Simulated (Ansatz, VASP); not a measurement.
Two plane-wave programs on Pd

Contents of INCAR:

```
PREC = Accurate
ENCUT = 520
EDIFF = 1E-6
ISMEAR = -1
SIGMA = 0.1
LREAL = F
LASPH = T
NELM = 60
ALGO = Normal
ISIF = 2
LWAVE = F
LCHARG = T
GGA = CA
LELF = T
LVHAR = T
NBANDS = 11
```

Contents of KPOINTS:

```
Automatic mesh
0
Gamma
  14 14 14
```

The input POSCAR:

```
Pd
1.0
    0.0000000000      1.9211411165      1.9211411165
    1.9211411165      0.0000000000      1.9211411165
    1.9211411165      1.9211411165      0.0000000000
Pd
1
Direct
    0.0000000000      0.0000000000      0.0000000000
```

Input for Ansatz:

```yaml
crystal:
  lattice:
    - [0.0, 1.9211411165, 1.9211411165]
    - [1.9211411165, 0.0, 1.9211411165]
    - [1.9211411165, 1.9211411165, 0.0]
  atoms:
    - { symbol: Pd, position: [0.0, 0.0, 0.0] }
hamiltonian:
  xc: lda
  pseudopotentials:
    kind: paw
    azcp:
      Pd: "pseudopotentials/Pd.paw.azcp"
basis:
  ecutwfc: 420
  fft_grid_basis: typed
kpoints:
  mp_grid: { grid: [14, 14, 14], shift: [0, 0, 0] }
magnetization:
  spin_polarized: false
scf:
  occupations: { method: fermi_dirac, width: 0.1 }
  lower_state_search: "off"
output:
  stress: true
  write_density: true
  write_potential: true
  elf: true
  volumetric_format: npy
```

Alike in both runs: task single point; functional LDA; k mesh 14 × 14 × 14; occupations fermi-dirac, width 0.1 eV; no spin polarisation.

|  | VASP | Ansatz |
| --- | --- | --- |
| version | VASP 6.6.1 | Ansatz 0.2.0 |
| potentials or method | VASP PAW LDA potentials, release 64 (Pd) | plane waves (420 eV) with PAW, scalar-relativistic |
| plane-wave cutoff (eV) | 520 | 420 |
| valence electrons in the cell | 10 | 18 |

```tsv
	VASP	Ansatz	Ansatz less VASP
pressure (GPa)	0.3	0.0	-0.30
```

The two sets of potentials don't hold the same shells in valence. Ansatz warned: «pseudo_functional_mismatch».
